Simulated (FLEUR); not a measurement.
# HgSe (F-43m) in FLEUR: notebook

One crystal, HgSe, is run at these levels: BLYP; tasks: band structure, equation of state.

All numbers are computed with FLEUR MaX-R8.1 (later development tree); they aren't measurements. Logs are shortened: lines on timing, memory, paths and dates and some standing lists are left out, and cuts for length are marked.

## Step 1: The structure

The structure is cubic, space group F-43m (No. 216). The conventional cell has a = 6.078 Å, b = 6.078 Å, c = 6.078 Å, α = 90.00°, β = 90.00°, γ = 90.00°. Hg (site symmetry -43m) is surrounded by 4 Se at 2.63 Å. Around Se (site symmetry -43m) lie 4 Hg at 2.63 Å.

## Step 2: Band structure, BLYP

Input file inp.xml:

```xml
<?xml version="1.0" encoding="UTF-8" standalone="no"?>
<fleurInput fleurInputVersion="0.39">
   <comment>
      HgSe                                                                                                
   </comment>
   <calculationSetup>
      <cutoffs Kmax="4.26" Gmax="13.2" GmaxXC="13.2" numbands="0"/>
      <scfLoop itmax="60" minDistance="0.00001" maxIterBroyd="15" imix="Anderson" alpha="0.05" precondParam="0.0" spinf="2.0" sdNocoIR="T"/>
      <coreElectrons ctail="T" frcor="F" kcrel="0" coretail_lmax="0"/>
      <xcFunctional name="LibXC" relativisticCorrections="F">
         <LibXCName exchange="gga_x_b88" correlation="gga_c_lyp"/>
      </xcFunctional>
      <magnetism jspins="1"/>
      <soc l_soc="F" theta="0.0" phi="0.0" spav="F"/>
      <expertModes spex="0" secvar="F"/>
      <geometryOptimization l_f="F" forcealpha="1.0" forcemix="BFGS" epsdisp="0.00001" epsforce="0.00001"/>
      <ldaU l_linMix="F" mixParam="0.05" spinf="1.0"/>
   </calculationSetup>
   <cell>
      <bzIntegration valenceElectrons="36.0" mode="hist" fermiSmearingEnergy="0.00183747">
[... 34 lines left out ...]
            <valenceConfig>(3d3/2) (3d5/2) (4s1/2) (4p1/2) (4p3/2)</valenceConfig>
            <stateOccupation state="(4p1/2)" spinUp="0.666667" spinDown="0.666667"/>
            <stateOccupation state="(4p3/2)" spinUp="1.333333" spinDown="1.333333"/>
         </electronConfig>
         <energyParameters s="4" p="4" d="4" f="4"/>
         <lo type="SCLO" l="2" n="3" eDeriv="0"/>
         <lo type="SCLO" l="0" n="4" eDeriv="2"/>
         <lo type="SCLO" l="1" n="4" eDeriv="2"/>
         <lo type="SCLO" l="3" n="4" eDeriv="2"/>
      </species>
   </atomSpecies>
   <atomGroups>
      <atomGroup species="Mercury (Hg)">
         <relPos label="                   1">.0000000000 .0000000000 .0000000000</relPos>
         <force calculate="T" relaxXYZ="TTT"/>
      </atomGroup>
      <atomGroup species="Selenium (Se)">
         <relPos label="                   2">-1.000/4.000 -1.000/4.000 -1.000/4.000</relPos>
         <force calculate="T" relaxXYZ="TTT"/>
      </atomGroup>
   </atomGroups>
   <output dos="F" band="F" slice="F">
      <checks vchk="F" cdinf="F"/>
      <bandDOS minEnergy="-.5*Htr" maxEnergy="0.5*Htr" sigma="0.015" storeEVData="T"/>
      <vacuumDOS vacdos="F" integ="F" star="F" nstars="0" locx1="0.0" locy1="0.0" locx2="0.0" locy2="0.0" nstm="0" tworkf="0.0"/>
      <unfoldingBand unfoldBand="F" supercellX="1" supercellY="1" supercellZ="1"/>
      <plotting iplot="0" polar="F">
         <plot TwoD="T" vec1="  1.0  0.0  0.0" vec2="  0.0  1.0  0.0" vec3="  0.0  0.0  1.0" zero="  0.0  0.0  0.0" file="plot"/>
      </plotting>
      <chargeDensitySlicing numkpt="0" minEigenval="0.0" maxEigenval="0.0" nnne="0" pallst="F"/>
      <specialOutput eonly="F"/>
      <moessbauerParams electricFieldGradient="T" isomerShift="T" coreHyperfine="T" valenceHyperfine="T"/>
      <magneticCircularDichroism mcd="F" energyLo="-10.0" energyUp="0.0"/>
   </output>
  <!-- We include the file relax.xml here to enable relaxations (see documentation) -->
  <xi:include xmlns:xi="http://www.w3.org/2001/XInclude" href="relax.xml"> <xi:fallback/> </xi:include>
</fleurInput>
```

Input file crystal.txt:

```
HgSe
&input cartesian=F /
0.0000000000  3.0390000000  3.0390000000
3.0390000000  0.0000000000  3.0390000000
3.0390000000  3.0390000000  0.0000000000
1.8897261246
1.0 1.0 1.0

2
80 0.0000000000  0.0000000000  0.0000000000
34 0.7500000000  0.7500000000  0.7500000000

&kpt div1=8 div2=8 div3=8 gamma=T /
```

Input file inp.xml (bands):

```
<?xml version="1.0" encoding="UTF-8" standalone="no"?>
<fleurInput fleurInputVersion="0.39">
   <comment>
      HgSe                                                                                                
   </comment>
   <calculationSetup>
      <cutoffs Kmax="4.26" Gmax="13.2" GmaxXC="13.2" numbands="0"/>
      <scfLoop itmax="60" minDistance="0.00001" maxIterBroyd="15" imix="Anderson" alpha="0.05" precondParam="0.0" spinf="2.0" sdNocoIR="T"/>
      <coreElectrons ctail="T" frcor="F" kcrel="0" coretail_lmax="0"/>
      <xcFunctional name="LibXC" relativisticCorrections="F">
         <LibXCName exchange="gga_x_b88" correlation="gga_c_lyp"/>
      </xcFunctional>
      <magnetism jspins="1"/>
      <soc l_soc="F" theta="0.0" phi="0.0" spav="F"/>
      <expertModes spex="0" secvar="F"/>
      <geometryOptimization l_f="F" forcealpha="1.0" forcemix="BFGS" epsdisp="0.00001" epsforce="0.00001"/>
      <ldaU l_linMix="F" mixParam="0.05" spinf="1.0"/>
   </calculationSetup>
   <cell>
      <bzIntegration valenceElectrons="36.0" mode="hist" fermiSmearingEnergy="0.00183747">
[... 34 lines left out ...]
            <valenceConfig>(3d3/2) (3d5/2) (4s1/2) (4p1/2) (4p3/2)</valenceConfig>
            <stateOccupation state="(4p1/2)" spinUp="0.666667" spinDown="0.666667"/>
            <stateOccupation state="(4p3/2)" spinUp="1.333333" spinDown="1.333333"/>
         </electronConfig>
         <energyParameters s="4" p="4" d="4" f="4"/>
         <lo type="SCLO" l="2" n="3" eDeriv="0"/>
         <lo type="SCLO" l="0" n="4" eDeriv="2"/>
         <lo type="SCLO" l="1" n="4" eDeriv="2"/>
         <lo type="SCLO" l="3" n="4" eDeriv="2"/>
      </species>
   </atomSpecies>
   <atomGroups>
      <atomGroup species="Mercury (Hg)">
         <relPos label="                   1">.0000000000 .0000000000 .0000000000</relPos>
         <force calculate="T" relaxXYZ="TTT"/>
      </atomGroup>
      <atomGroup species="Selenium (Se)">
         <relPos label="                   2">-1.000/4.000 -1.000/4.000 -1.000/4.000</relPos>
         <force calculate="T" relaxXYZ="TTT"/>
      </atomGroup>
   </atomGroups>
   <output dos="F" band="T" slice="F">
      <checks vchk="F" cdinf="F"/>
      <bandDOS minEnergy="-.5*Htr" maxEnergy="0.5*Htr" sigma="0.015" storeEVData="T"/>
      <vacuumDOS vacdos="F" integ="F" star="F" nstars="0" locx1="0.0" locy1="0.0" locx2="0.0" locy2="0.0" nstm="0" tworkf="0.0"/>
      <unfoldingBand unfoldBand="F" supercellX="1" supercellY="1" supercellZ="1"/>
      <plotting iplot="0" polar="F">
         <plot TwoD="T" vec1="  1.0  0.0  0.0" vec2="  0.0  1.0  0.0" vec3="  0.0  0.0  1.0" zero="  0.0  0.0  0.0" file="plot"/>
      </plotting>
      <chargeDensitySlicing numkpt="0" minEigenval="0.0" maxEigenval="0.0" nnne="0" pallst="F"/>
      <specialOutput eonly="F"/>
      <moessbauerParams electricFieldGradient="T" isomerShift="T" coreHyperfine="T" valenceHyperfine="T"/>
      <magneticCircularDichroism mcd="F" energyLo="-10.0" energyUp="0.0"/>
   </output>
  <!-- We include the file relax.xml here to enable relaxations (see documentation) -->
  <xi:include xmlns:xi="http://www.w3.org/2001/XInclude" href="relax.xml"> <xi:fallback/> </xi:include>
</fleurInput>
```

Potentials or basis: all-electron, FLAPW.

The run is started by

```console
$ inpgen -f crystal.txt -profile fastHighL
$ # inp.xml edited to the form shown
$ fleur_MPI
$ fleur_MPI   # second run, on inp.xml (bands)
```

Log:

```text
Welcome to FLEUR        (www.flapw.de)
      MaX-Release 8.1          (www.max-centre.eu)
 func_ids         131         106         131         106
The functional 'Becke 88' is an exchange functional, it belongs to the 'GGA' family and is defined in the reference(s):
[1] A. D. Becke.,  Phys. Rev. A 38, 3098 (1988)
The functional 'Lee, Yang & Parr' is a correlation functional, it belongs to the 'GGA' family and is defined in the reference(s):
[1] C. Lee, W. Yang, and R. G. Parr.,  Phys. Rev. B 37, 785 (1988)
[2] B. Miehlich, A. Savin, H. Stoll, and H. Preuss.,  Chem. Phys. Lett. 157, 200 (1989)
 Using same functional for VXC and EXC

 ========== k-point set info ==========
 Selected k-point list: default-1
 k-point list type: mesh
 8 x 8 x 8
 Number of k points: 29

 ------------Calculation Setup---------------------------
 Number of MPI-tasks      :            1
 Number of PE/node        :            1
 Number of OMP-threads    :            1
 Most efficient MPI parallelization for:
           1          29
 Additional eigenvalue parallelization possible
 Number of basis functions:          601
 Approximate size of matrices (H+S) per k-point:         0.011 GB
 --------------------------------------------------------
 Iteration:     1   Distance:      37.68823417 me/bohr^3
 Iteration:     2   Distance:      35.71620300 me/bohr^3
 Iteration:     3   Distance:       8.21230858 me/bohr^3
 Iteration:     4   Distance:       2.10556652 me/bohr^3
 Iteration:     5   Distance:       1.69938148 me/bohr^3
 Iteration:     6   Distance:       0.27999590 me/bohr^3
 Iteration:     7   Distance:       0.24793529 me/bohr^3
 Iteration:     8   Distance:       0.09436563 me/bohr^3
 Iteration:     9   Distance:       0.02225255 me/bohr^3
 Iteration:    10   Distance:       0.00721403 me/bohr^3
 Iteration:    11   Distance:       0.00145921 me/bohr^3
 Iteration:    12   Distance:       0.00126092 me/bohr^3
 Iteration:    13   Distance:       0.00022567 me/bohr^3
 Iteration:    14   Distance:       0.00012218 me/bohr^3
 Iteration:    15   Distance:       0.00002159 me/bohr^3
 Iteration:    16   Distance:       0.00002036 me/bohr^3
 Iteration:    17   Distance:       0.00000897 me/bohr^3

 ********************************************************************
 Run finished successfully
 Stop message:
   all done
 ********************************************************************
```

It took 98 s on 1 thread of Arm Neoverse V2, shared host; peak memory 0.07 GiB.

What came out:

* Free energy: -601195.2662 eV
* Band gap along the path: none (metal or under the smearing width)
* Valence electrons inside the program's atomic spheres: Hg 17.65; Se 14.22 (radii Hg 2.3, Se 2.3 bohr)

Levels at the corners of the path, in eV from the Fermi level:
```
point  band 16  band 17  band 18  band 19  band 20  band 21
    Γ    -1.11    -0.06    -0.06    -0.06     5.46     5.46
    X    -5.16    -2.35    -2.35     2.72     2.99     8.46
    W    -5.36    -2.78    -2.46     3.50     5.14     6.01
    K    -5.32    -2.92    -1.93     2.85     4.45     8.01
    Γ    -1.11    -0.06    -0.06    -0.06     5.46     5.46
    L    -5.57    -1.02    -1.02     1.01     6.22     6.22
    U    -5.32    -2.92    -1.93     2.85     4.45     8.01
    W    -5.36    -2.78    -2.46     3.50     5.14     6.01
    L    -5.57    -1.02    -1.02     1.01     6.22     6.22
    K    -5.32    -2.92    -1.93     2.85     4.45     8.01
    U    -5.32    -2.92    -1.93     2.85     4.45     8.01
    X    -5.16    -2.35    -2.35     2.72     2.99     8.46
```

Core levels (eV from the Fermi level):
```tsv
atom	levels
1 Hg	1s1/2 -83053.9, 2s1/2 -14705.2, 2p1/2 -14106.8, 2p3/2 -12158.1, 3s1/2 -3486.6, 3p1/2 -3217.6, 3p3/2 -2786.0, 4s1/2 -763.9, 3d3/2 -2341.5, 3d5/2 -2249.0, 4p1/2 -648.7, 4p3/2 -544.4, 4d3/2 -356.3, 4d5/2 -336.9, 4f5/2 -94.8, 4f7/2 -90.6
2 Se	1s1/2 -12498.5, 2s1/2 -1601.2, 2p1/2 -1436.1, 2p3/2 -1394.3, 3s1/2 -207.6, 3p1/2 -151.2, 3p3/2 -145.3
```

Caveat: spin-orbit coupling is left out, which moves the levels of the heavy elements.

## Step 3: Equation of state, BLYP, 26.94 Å³/atom (volume scaled by 0.96)

Changes to inp.xml since step 2:

```diff
@@ -6,3 +6,3 @@
    <calculationSetup>
-      <cutoffs Kmax="4.26" Gmax="13.2" GmaxXC="13.2" numbands="0"/>
+      <cutoffs Kmax="4.39" Gmax="13.6" GmaxXC="13.6" numbands="0"/>
       <scfLoop itmax="60" minDistance="0.00001" maxIterBroyd="15" imix="Anderson" alpha="0.05" precondParam="0.0" spinf="2.0" sdNocoIR="T"/>
@@ -26,3 +26,3 @@
       <xi:include xmlns:xi="http://www.w3.org/2001/XInclude" href="sym.xml"> </xi:include>
-      <bulkLattice scale="1.0">
+      <bulkLattice scale="0.9864848297">
          <bravaisMatrix>
@@ -36,3 +36,3 @@
       <species name="Mercury (Hg)" element="Hg" atomicNumber="80">
-         <mtSphere radius="2.3" gridPoints="761" logIncrement="0.017"/>
+         <mtSphere radius="2.23" gridPoints="761" logIncrement="0.017"/>
          <atomicCutoffs lmax="9" lnonsphr="7"/>
@@ -50,3 +50,3 @@
       <species name="Selenium (Se)" element="Se" atomicNumber="34">
-         <mtSphere radius="2.3" gridPoints="761" logIncrement="0.016"/>
+         <mtSphere radius="2.23" gridPoints="761" logIncrement="0.016"/>
          <atomicCutoffs lmax="9" lnonsphr="7"/>
```

Potentials or basis: all-electron, FLAPW.

The run is started by

```console
$ inpgen -f crystal.txt -profile fastHighL
$ # inp.xml edited to the form shown
$ fleur_MPI
```

Run time: 83 s. Hardware: 1 thread of Arm Neoverse V2, shared host; peak memory 0.09 GiB.

The run converged. Its results:

```yaml
Free_energy: -601195.1298 eV
Band_gap_on_the_k_mesh: none (metal or under the smearing width)
Valence_electrons_inside_the_program's_atomic_spheres: Hg 17.43; Se 14.04 (radii Hg 2.23, Se 2.23 bohr)
```

## Step 4: Equation of state, BLYP, 29.19 Å³/atom (volume scaled by 1.04)

Changes to inp.xml since step 3:

```diff
@@ -26,3 +26,3 @@
       <xi:include xmlns:xi="http://www.w3.org/2001/XInclude" href="sym.xml"> </xi:include>
-      <bulkLattice scale="0.9864848297">
+      <bulkLattice scale="1.0131594038">
          <bravaisMatrix>
```

The run is started by

```console
$ inpgen -f crystal.txt -profile fastHighL
$ # inp.xml edited to the form shown
$ fleur_MPI
```

Wall time 2 min (1 thread of Arm Neoverse V2, shared host); peak memory 0.09 GiB.

Results (log left out):

```
Free energy                                           : -601195.3508 eV
Band gap on the k mesh                                : none (metal or under the smearing width)
Valence electrons inside the program's atomic spheres : Hg 17.40; Se 13.98 (radii Hg 2.23, Se 2.23 bohr)
```

## Step 5: Equation of state, BLYP, 29.75 Å³/atom (volume scaled by 1.06)

Changes to inp.xml since step 4:

```diff
@@ -26,3 +26,3 @@
       <xi:include xmlns:xi="http://www.w3.org/2001/XInclude" href="sym.xml"> </xi:include>
-      <bulkLattice scale="1.0131594038">
+      <bulkLattice scale="1.0196128224">
          <bravaisMatrix>
```

The run is started by

```console
$ inpgen -f crystal.txt -profile fastHighL
$ # inp.xml edited to the form shown
$ fleur_MPI
```

It took 2.1 min on 1 thread of Arm Neoverse V2, shared host; peak memory 0.09 GiB.

Results (log left out):

```
Free energy                                           : -601195.3800 eV
Band gap on the k mesh                                : none (metal or under the smearing width)
Valence electrons inside the program's atomic spheres : Hg 17.39; Se 13.97 (radii Hg 2.23, Se 2.23 bohr)
```
